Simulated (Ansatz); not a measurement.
Eu (Fm-3m); parallel moments.

```
Eu
1.0
     0.00000   -2.78930    2.78930
     0.00000    2.78930    2.78930
    -5.57861    0.00000    0.00000
Eu
2
Direct
  0.00000 0.00000 0.00000
  0.50000 0.50000 0.50000
```

Geometry: a structure from the Materials Project, repeated to hold the magnetic orders; nothing is relaxed.

Functional, mesh and filling: PBE, 7×7×5 k mesh, Fermi–Dirac smearing of 0.08 eV. PAW means Ansatz 0.2.0 on its default frozen-core files. Site moments are integrated in spheres about the atoms. Start moments (μB): Eu1 7, Eu2 7.

The self-consistent cycle went as follows.

| iteration | Harris–Foulkes energy less the last (meV) | density residual (eV) | M (μB) | ∫|m| (μB) |
| --- | --- | --- | --- | --- |
| 1 | 1866.381 | 5.7e-01 | 14.4688 | 14.4688 |
| 2 | 1296.870 | 1.8e-01 | 14.4935 | 14.4935 |
| 3 | 541.633 | 1.1e-01 | 14.6403 | 14.6403 |
| 4 | 66.349 | 6.3e-02 | 14.8793 | 14.8793 |
| 5 | -1.730 | 3.3e-03 | 14.9959 | 14.9959 |
| 6 | -4.204 | 1.0e-03 | 14.9706 | 14.9706 |
| 7 | -4.482 | 8.2e-06 | 14.9820 | 14.9820 |
| 8 | 0.010 | 2.2e-06 | 14.9901 | 14.9901 |
| 9 | 0.003 | 8.1e-07 | 14.9945 | 14.9945 |
| 10 | 0.000 | 4.8e-08 | 14.9966 | 14.9966 |
| 11 | 0.000 | 4.9e-08 | 14.9975 | 14.9975 |

Site moments (μB): Eu1 7.18, Eu2 7.18. Cell moment 15.00 μB.

Without U a semilocal functional puts the f levels too near the Fermi level, which can change moments and the order of magnetic states; site and cell moments are spin moments. Spin–orbit coupling is left out although heavy atoms are present. With open f shells a run can end in a state that isn't the lowest. None of this fixes the real material's magnetic order: only patterns that fit the cell were computed, at zero temperature, with a functional that can overstate moments.
